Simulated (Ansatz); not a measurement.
**HfO$_{2}$: levels along high-symmetry lines**

```xyz
3
Lattice="0.0000 2.5575 2.5575 2.5575 0.0000 2.5575 2.5575 2.5575 0.0000" Properties=species:S:1:pos:R:3 pbc="T T T"
Hf    0.0000    0.0000    0.0000
O     1.2788    1.2788    1.2788
O     3.8363    3.8363    3.8363
```

Atoms are numbered in the order listed.

The cell is COD entry 9009016, as deposited and not checked against the literature; nothing was relaxed.

No spin–orbit coupling, which matters for the heavy atoms here.

Level of theory: DFT, PBE, all-electron LAPW, scalar-relativistic in Ansatz 0.2.0.

Numerical set-up: a Γ-centred 9×9×9 k mesh, Fermi–Dirac smearing of 0.01 eV, basis error target 1 meV/atom, no spin polarisation.

Points in fractions of the reciprocal vectors of this cell: Γ (0, 0, 0), X (0.5, 0, 0.5), U (0.625, 0.25, 0.625), K (0.375, 0.375, 0.75), L (0.5, 0.5, 0.5), W (0.5, 0.25, 0.75). The path joins them by straight lines in the order Γ–X–U–K–Γ–L–W–X; legs that retrace an earlier one aren't tabulated. Energies are in eV from the top of the valence band.

(1) Metal or insulator at this level of theory?

(2) Tabulate bands 25 to 32, counted from the lowest band of the run, along the path.

Results:

(1) An insulator or semiconductor: gap 3.71 eV, direct at X (0.5, 0, 0.5).

(2) 
| k (1/Å) | point | band 25 | band 26 | band 27 | band 28 | band 29 | band 30 | band 31 | band 32 |
| --- | --- | --- | --- | --- | --- | --- | --- | --- | --- |
| 0.00 | Γ | -5.23 | -5.23 | -0.60 | -0.60 | -0.60 | 3.82 | 3.82 | 5.57 |
| 0.31 |  | -5.06 | -4.60 | -1.86 | -0.59 | -0.59 | 4.01 | 4.21 | 6.40 |
| 0.61 |  | -4.58 | -3.99 | -2.99 | -0.70 | -0.70 | 4.38 | 4.51 | 7.98 |
| 0.92 |  | -3.88 | -3.88 | -1.14 | -1.14 | -1.05 | 3.98 | 5.10 | 7.30 |
| 1.23 | X | -3.41 | -3.41 | -1.54 | -1.54 | 0.00 | 3.71 | 5.38 | 6.40 |
| 1.34 |  | -3.46 | -3.41 | -1.58 | -1.52 | -0.01 | 3.77 | 5.37 | 6.42 |
| 1.45 |  | -3.60 | -3.39 | -1.72 | -1.48 | -0.07 | 3.92 | 5.36 | 6.46 |
| 1.55 |  | -3.78 | -3.35 | -1.93 | -1.41 | -0.17 | 4.10 | 5.33 | 6.55 |
| 1.66 | U | -3.96 | -3.30 | -2.21 | -1.33 | -0.33 | 4.23 | 5.30 | 6.69 |
| 1.85 |  | -4.35 | -3.06 | -2.35 | -1.30 | -0.45 | 4.40 | 5.19 | 6.79 |
| 2.04 |  | -4.92 | -2.88 | -2.44 | -1.28 | -0.53 | 4.61 | 5.02 | 6.84 |
| 2.23 |  | -4.35 | -3.06 | -2.35 | -1.30 | -0.45 | 4.40 | 5.19 | 6.79 |
| 2.41 | K | -3.96 | -3.30 | -2.21 | -1.33 | -0.33 | 4.23 | 5.30 | 6.69 |
| 2.74 |  | -3.92 | -3.25 | -2.94 | -1.59 | -0.80 | 4.25 | 5.19 | 7.12 |
| 3.07 |  | -4.27 | -3.12 | -2.82 | -2.21 | -0.62 | 4.29 | 4.91 | 7.04 |
| 3.39 |  | -4.98 | -4.60 | -1.44 | -1.20 | -0.58 | 4.07 | 4.29 | 6.43 |
| 3.72 | Γ | -5.23 | -5.23 | -0.60 | -0.60 | -0.60 | 3.82 | 3.82 | 5.57 |
| 3.98 |  | -5.08 | -4.82 | -1.06 | -0.88 | -0.88 | 4.09 | 4.09 | 6.19 |
| 4.25 |  | -4.72 | -3.87 | -1.97 | -1.39 | -1.39 | 4.50 | 4.50 | 6.85 |
| 4.52 |  | -4.36 | -3.00 | -2.75 | -1.72 | -1.72 | 4.58 | 4.58 | 6.64 |
| 4.78 | L | -4.22 | -3.06 | -2.67 | -1.81 | -1.81 | 4.51 | 4.51 | 6.75 |
| 5.00 |  | -4.10 | -3.46 | -2.24 | -1.90 | -1.55 | 4.50 | 4.65 | 6.75 |
| 5.22 |  | -4.40 | -3.46 | -2.20 | -1.32 | -1.28 | 4.50 | 4.89 | 6.77 |
| 5.43 |  | -4.92 | -2.88 | -2.44 | -1.28 | -0.53 | 4.61 | 5.02 | 6.84 |
| 5.65 | W | -4.97 | -2.53 | -2.53 | -1.40 | -0.20 | 4.71 | 5.04 | 6.86 |
| 5.80 |  | -4.50 | -2.88 | -2.17 | -1.42 | -0.17 | 4.48 | 5.18 | 6.64 |
| 5.96 |  | -3.97 | -3.17 | -1.84 | -1.47 | -0.10 | 4.13 | 5.31 | 6.50 |
| 6.11 |  | -3.56 | -3.35 | -1.62 | -1.52 | -0.03 | 3.83 | 5.36 | 6.43 |
| 6.26 | X | -3.41 | -3.41 | -1.54 | -1.54 | 0.00 | 3.71 | 5.38 | 6.40 |
